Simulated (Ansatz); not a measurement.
## AlN: frozen-core PAW against all-electron methods

```
Al N
1.0
     3.11100    0.00000    0.00000
    -1.55550    2.69421    0.00000
     0.00000    0.00000    5.07756
Al N
2 2
Direct
  0.33333 0.66667 0.00000
  0.66667 0.33333 0.50000
  0.33333 0.66667 0.38500
  0.66667 0.33333 0.88500
```

Atoms are numbered in the order listed.

The cell is COD entry 9008860, as deposited and not checked against the literature; nothing was relaxed. The listed cell was then made from it by scaling, straining or moving an atom.

Levels of theory: DFT, PBE, PAW with Ansatz's default frozen-core files, scalar-relativistic (Ansatz 0.2.0); DFT, PBE, all-electron PAW with datasets made for the crystal, scalar-relativistic (Ansatz 0.2.0); DFT, PBE, all-electron LAPW, scalar-relativistic (Ansatz 0.2.0).

For PAW: a Γ-centred 11×11×6 k mesh, Fermi–Dirac smearing of 0.02 eV, cutoff 420 eV, no spin polarisation. The crystal-made all-electron datasets (AE datasets) take a cutoff of 360 eV at this cell. LAPW targets a basis error of 1 meV/atom. The Ansatz runs share mesh, smearing and spin set-up. Plane-wave (PAW) pressures include the program's estimate of the Pulay term.

Stress and pressure are positive in compression.

```json
{"quantity": "pressure (GPa)", "PAW": "0.45", "AE datasets": "0.36", "LAPW": "0.37"}
{"quantity": "stress xx (GPa)", "PAW": "3.31", "AE datasets": "3.21", "LAPW": "3.21"}
{"quantity": "stress zz (GPa)", "PAW": "-5.25", "AE datasets": "-5.33", "LAPW": "-5.32"}
{"quantity": "force on Al1, z (eV/Å)", "PAW": "0.361", "AE datasets": "0.362", "LAPW": "0.362"}
{"quantity": "force on N3, z (eV/Å)", "PAW": "-0.361", "AE datasets": "-0.362", "LAPW": "-0.362"}
{"quantity": "band gap (eV)", "PAW": "4.022", "AE datasets": "4.028", "LAPW": "4.028"}
```

PAW's pressure differs from the LAPW value by +0.09 GPa. Datasets made for the crystal and LAPW share parts of one code, so their agreement isn't an independent check.
